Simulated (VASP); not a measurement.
# GaP: molecular dynamics with a thermostat

GaP, F-43m (no. 216), 8 atoms in the cell. PBE, molecular dynamics; PAW potentials Ga, P (PBE set).

Ensemble: Nose-Hoover chain; Target temperature (K): 1600.

## Input

INCAR:
```
ALGO = Normal ; EDIFF = 1E-6
ENCUT = 260 ; GGA = PE
IBRION = 0 ; ISIF = 2
ISMEAR = 0 ; ISYM = 0
KPAR = 2 ; LASPH = True
LCHARG = False ; LREAL = Auto
LWAVE = False ; MDALGO = 4
NELM = 60 ; NELMIN = 4
NHC_NCHAINS = 3 ; NHC_PERIOD = 30
NSW = 60 ; POTIM = 2.0
PREC = Normal ; RANDOM_SEED = 80328 0 0
SIGMA = 0.05 ; TEBEG = 1600
```

KPOINTS:
```
k-points
0
Monkhorst-Pack
  2 2 2
```

POSCAR:
```
GaP
1.0
    5.4505000000      0.0000000000      0.0000000000
    0.0000000000      5.4505000000      0.0000000000
    0.0000000000      0.0000000000      5.4505000000
Ga P
4 4
Direct
    0.0000000000      0.0000000000      0.0000000000
    0.0000000000      0.5000000000      0.5000000000
    0.5000000000      0.0000000000      0.5000000000
    0.5000000000      0.5000000000      0.0000000000
    0.2500000000      0.2500000000      0.2500000000
    0.2500000000      0.7500000000      0.7500000000
    0.7500000000      0.2500000000      0.7500000000
    0.7500000000      0.7500000000      0.2500000000
```

Commands:
```
cat potpaw_PBE.64/Ga/POTCAR potpaw_PBE.64/P/POTCAR > POTCAR
mpirun -np 2 vasp_std > vasp.out
```

## Result

- Mean temperature (K): 886
- Standard error of the mean temperature (K): 62
- Relative fluctuation of the kinetic energy: 0.460
- Canonical value of that fluctuation: 0.309
- Rise of the mean potential energy above the start (meV/atom): 126.0
- Electronic steps per ionic step after the first: 4.1

Course of the run:

| Time (fs) | Temperature (K) | Potential energy less the first (meV/atom) |
|---|---|---|
| 2 | 1600 | 0.0 |
| 12 | 1121 | 54.6 |
| 20 | 548 | 120.9 |
| 30 | 667 | 110.1 |
| 38 | 1169 | 60.0 |
| 48 | 1353 | 54.5 |
| 56 | 1008 | 106.2 |
| 66 | 419 | 183.7 |
| 74 | 281 | 204.1 |
| 84 | 763 | 158.8 |
| 92 | 1300 | 112.4 |
| 102 | 1297 | 130.5 |
| 110 | 659 | 210.6 |
| 120 | 291 | 256.1 |

REPORT:
```
MDALGO =   4
           NHC_NCHAINS =   3
            NHC_PERIOD =    30
            NHC_NRESPA =    1
                NHC_NS =  1
               SCALING =       0
                 CNEXP =     9.000   14.000
           RANDOM_SEED =             80328                0                0

   original number of atomic DOF:         21
   number of independent constraints:      0
   number of active DOF:                  21

========================================
         MD step No.       1
========================================

  Atomic velocities initialized by STEP_tb

  >Nose-Hoover_chains
                       xs       vs(fs^-1)
   nhc_s>   0.25811021E-10   0.51616666E-10
   nhc_s>  -0.13889371E-03  -0.27779707E-03
   nhc_s>  -0.13888889E-03  -0.27773919E-03

  >Energies
                    E_tot             E_pot             E_kin               EPS                ES
   e_b>   -0.34359527E+02   -0.35807248E+02    0.14477211E+01    0.38296832E-04   -0.38300082E-04

  >Temperature
               T_sim     T_inst
   tmprt>   1600.000   1600.000

           RANDOM_SEED =             80328               48                0

[... steps left out ...]

========================================
         MD step No.      60
========================================

  >Nose-Hoover_chains
                       xs       vs(fs^-1)
   nhc_s>  -0.57856692E+00  -0.46692849E-02
   nhc_s>   0.15384529E+01   0.29385988E-01
   nhc_s>  -0.37151856E+00   0.36444182E-01

  >Energies
                    E_tot             E_pot             E_kin               EPS                ES
   e_b>   -0.34351985E+02   -0.33758099E+02    0.26285635E+00    0.65757001E+00   -0.15143119E+01

  >Temperature
               T_sim     T_inst
   tmprt>   1600.000    290.505

           RANDOM_SEED =             80328               48                0
```

OSZICAR:
```
N       E                     dE             d eps       ncg     rms          rms(c)
DAV:   1     0.796236607028E+02    0.79624E+02   -0.84672E+03   168   0.746E+02
DAV:   2    -0.304028894352E+02   -0.11003E+03   -0.10334E+03   228   0.150E+02
DAV:   3    -0.369282634656E+02   -0.65254E+01   -0.64375E+01   216   0.378E+01
DAV:   4    -0.370471434679E+02   -0.11888E+00   -0.11872E+00   201   0.567E+00
DAV:   5    -0.370500856025E+02   -0.29421E-02   -0.29420E-02   206   0.802E-01    0.107E+01
DAV:   6    -0.360053029490E+02    0.10448E+01   -0.18587E+00   203   0.538E+00    0.682E+00
DAV:   7    -0.358131451132E+02    0.19216E+00   -0.87922E-01   240   0.380E+00    0.225E+00
DAV:   8    -0.358057828022E+02    0.73623E-02   -0.89481E-02   201   0.137E+00    0.286E-01
DAV:   9    -0.358066075705E+02   -0.82477E-03   -0.50803E-03   198   0.389E-01    0.119E-01
DAV:  10    -0.358071916610E+02   -0.58409E-03   -0.72646E-04   193   0.152E-01    0.344E-02
DAV:  11    -0.358072463938E+02   -0.54733E-04   -0.16538E-04   224   0.596E-02    0.352E-02
DAV:  12    -0.358072472041E+02   -0.81026E-06   -0.19216E-05   178   0.220E-02    0.360E-03
[... left out ...]
     58 T=   286. E= -.34349756E+02 F= -.33763193E+02 E0= -.33763193E+02  EK= 0.26130E+00 SP= -.15E+01 SK= 0.65E+00
     59 T=   258. E= -.34349726E+02 F= -.33733482E+02 E0= -.33733482E+02  EK= 0.23595E+00 SP= -.15E+01 SK= 0.65E+00
[... last step whole ...]
       N       E                     dE             d eps       ncg     rms          rms(c)
DAV:   1    -0.337580773347E+02   -0.24595E-01   -0.19289E-04   284   0.800E-01    0.216E-02
DAV:   2    -0.337580994015E+02   -0.22067E-04   -0.23370E-04   183   0.887E-02    0.134E-02
DAV:   3    -0.337580995137E+02   -0.11219E-06   -0.35061E-06   184   0.113E-02    0.902E-03
DAV:   4    -0.337580993765E+02    0.13723E-06   -0.40566E-07   134   0.408E-03
     60 T=   291. E= -.34349494E+02 F= -.33758099E+02 E0= -.33758099E+02  EK= 0.26535E+00 SP= -.15E+01 SK= 0.66E+00
```

Limits: 120 fs of 8 atoms are too short for converged averages; the cell is only 5.5 Å across, so each atom moves in step with near copies of itself.

VASP 6.6.1 took 166 s on 2 cores (Intel Xeon Platinum 8259CL @ 2.50GHz (Skylake/Cascade Lake)), a shared host.
